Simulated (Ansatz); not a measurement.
Here is an Ansatz 0.2.0 calculation.

The input input.yaml:

```yaml
crystal:
  lattice:
    - [0.0, 2.56477, 2.56477]
    - [2.56477, 0.0, 2.56477]
    - [2.56477, 2.56477, 0.0]
  atoms:
    - { symbol: Cl, position: [0.5, 0.5, 0.5] }
    - { symbol: Li, position: [0.0, 0.0, 0.0] }
hamiltonian:
  xc: { exchange: pbe, correlation: pbe, exx: { coeff: 0.25, omega: 0.3 } }
  pseudopotentials: { kind: paw }
kpoints:
  mp_grid: { grid: [5, 5, 5] }
scf:
  occupations: { method: fermi_dirac, width: 0.05 }
output:
  forces: true
  stress: true
relax:
  f_tol: 0.01
  max_steps: 40
  cell: { stress_tol: 0.05 }
```

Potentials or basis: Ansatz PAW.

Run with:

```console
$ ansatz run input.yaml --threads 2 --pin off --max-ram 5632MiB --backend cpu --events-out ev --progress --plain --runs-dir out
```

Question: Predict the relaxed volume.

Answer: 16.76 Å³/atom.

Question: What does it give for the relaxed cell?

Answer: a = 3.619 Å, b = 3.619 Å, c = 3.619 Å, α = 60.00°, β = 60.00°, γ = 60.00°.

Question: Predict the space group after relaxing (to 0.05 Å).

Answer: Fm-3m (No. 225).

Question: Predict the band gap on the k mesh.

Answer: 7.52 eV, direct.

The path:
| step | energy change (eV) | largest force (eV/Å) | volume (Å³) |
| --- | --- | --- | --- |
| 1 | 0.0000 | 0.0000 | 33.74 |
| 2 | -0.0001 | 0.0000 | 33.59 |
| 3 | -0.0002 | 0.0000 | 33.52 |
| 4 | -0.0001 | 0.0000 | 33.52 |

Caveat: the k mesh is coarse (spacing up to 0.42 Å⁻¹), so the values aren't converged, least of all with exact exchange; odd divisions of the mesh miss points on the zone boundary, where band edges often lie, so the gap on the mesh can be too wide; the plane-wave basis is chosen anew once the cell has moved, so the energies of steps on either side of that aren't comparable; the PAW data sets come from PBE, with cores solved anew for the run's functional, which leaves a small shift of forces and pressure. A k mesh can miss the band edges.
